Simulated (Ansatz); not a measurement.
H:

```xyz
1
Lattice="2.6496 0.0000 0.0000 0.0000 2.6496 0.0000 0.0000 0.0000 0.9805" Properties=species:S:1:pos:R:3 pbc="T T T"
H     0.0000    0.0000    0.4902
```

* Program: Ansatz 0.2.0
* Task: relaxation of cell and atoms
* Functional: RPBE
* Dispersion: D3(BJ)
* Potentials or basis: Ansatz PAW
* Cutoff: 420 eV (not typed: the program's choice for these potentials)
* k mesh: 10 × 10 × 26
* Occupations: fermi-dirac, width 0.1 eV
* Spin: no spin polarisation

At the start: volume 6.88 Å³/atom.

Task: How do energy, volume and symmetry change on relaxing?

Result: It ends after 16 steps and the volume is 5.05 Å³/atom (-26.7 %); space group P4/mmm (No. 123, to 0.05 Å).

Step by step:
```tsv
step	energy change (eV)	largest force (eV/Å)	volume (Å³)
1	0.0000	0.0000	6.88
2	-0.0004	0.0000	6.89
3	-0.0008	0.0000	6.82
4	-0.0013	0.0000	6.70
5	-0.0017	0.0000	6.53
6	-0.0018	0.0000	6.49
7	-0.0012	0.0000	6.49
8	-0.0016	0.0000	6.31
9	-0.0028	0.0000	5.91
10	-0.0048	0.0000	5.31
11	-0.0048	0.0000	5.28
12	-0.0050	0.0000	5.18
13	-0.0035	0.0000	5.18
14	-0.0039	0.0000	5.02
15	-0.0039	0.0000	5.05
16	-0.0036	0.0000	5.05
```

Final structure:
```xyz
1
Lattice="2.2547 0.0000 0.0000 0.0000 2.2547 0.0000 0.0000 0.0000 0.9924" Properties=species:S:1:pos:R:3 pbc="T T T"
H     0.0000    0.0000    0.4962
```

Caveat: the potentials were made for another functional, which shifts forces and pressure; the volume moved by over 15 % at a fixed basis, so the end points are rough; the plane-wave basis is chosen anew once the cell has moved, so the energies of steps on either side of that aren't comparable; the pressure holds a Pulay correction of +0.4 GPa for the finite cutoff; pairwise dispersion overbinds metals, which lowers pressure and volume.
